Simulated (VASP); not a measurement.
A run of VASP 6.6.1 is set up as follows.

INCAR

```
SYSTEM = InSe
ALGO     = Normal         ! electronic algorithm
EDIFF    = 1E-7           ! SCF threshold, eV
EDIFFG   = -0.005         ! ionic threshold
ENCUT    = 600            ! plane-wave cutoff, eV
GGA      = PE             ! functional
IBRION   = 2              ! ionic algorithm
ISIF     = 3              ! what is computed and relaxed
ISMEAR   = 0              ! smearing method
IVDW     = 12             ! dispersion correction
KPAR     = 4            
LASPH    = .True.         ! aspherical terms in the spheres
LATTICE_CONSTRAINTS= .TRUE. .TRUE. .FALSE.
LCHARG   = .False.        ! write CHGCAR
LREAL    = .False.        ! projectors in reciprocal space
LWAVE    = .False.        ! write WAVECAR
NELM     = 80             ! most SCF steps
NSW      = 90             ! ionic steps
PREC     = Accurate       ! precision mode
SIGMA    = 0.03           ! smearing width, eV
```

KPOINTS

```
k-points
0
Gamma
  9 9 1
  0 0 0
```

File POSCAR:

```
InSe                                    
1.0
    4.0334981016     -0.0000000000      0.0000000000
   -2.0167490508      3.4931118271      0.0000000000
    0.0000000000      0.0000000000     40.2377120000
  Se              In            
     6     6
Direct
     0.0000000000000000    1.0000000000000000    0.2260538901184967
     0.0000000000000000    0.0000000000000000    0.3597644011179038
     0.6666666699999979    0.3333333300000021    0.4333246407283441
     0.6666666699999979    0.3333333300000021    0.5666983441672128
     0.3333333300000021    0.6666666699999979    0.6402049031871559
     0.3333333300000021    0.6666666699999979    0.7738779610070207
     0.6666666699999979    0.3333333300000021    0.2581999811878651
     0.6666666699999979    0.3333333300000021    0.3276901275428828
     0.3333333300000021    0.6666666699999979    0.4652905757718333
     0.3333333300000021    0.6666666699999979    0.5346840481045965
     0.0000000000000000    1.0000000000000000    0.6722345220400153
     0.0000000000000000    0.0000000000000000    0.7417249050266723
```

Potentials or basis: VASP PAW PBE potentials, release 64 (Se, In_d).

Launch:

```sh
$ cat potpaw_PBE.64/Se/POTCAR potpaw_PBE.64/In_d/POTCAR > POTCAR
$ mpirun -np 4 vasp_std > vasp.out
```

Estimate the dispersion energy per atom.

-0.273 eV.

What does it give for the relaxed cell?

a = 4.033 Å, b = 4.033 Å, c = 40.238 Å, α = 90.00°, β = 90.00°, γ = 120.00°.

Estimate the space group after relaxing (to 0.05 Å).

P3m1 (No. 156).

Predict the relaxed volume.

47.22 Å³/atom.

Forces on the atoms (eV/Å):
```
Se   0.000  0.000  0.002
Se   0.000  0.000  0.000
Se   0.000  0.000 -0.004
Se   0.000  0.000  0.004
Se   0.000  0.000  0.001
Se   0.000  0.000 -0.001
In   0.000  0.000  0.000
In   0.000  0.000  0.000
In   0.000  0.000 -0.001
In   0.000  0.000  0.000
In   0.000  0.000  0.001
In   0.000  0.000 -0.001
```
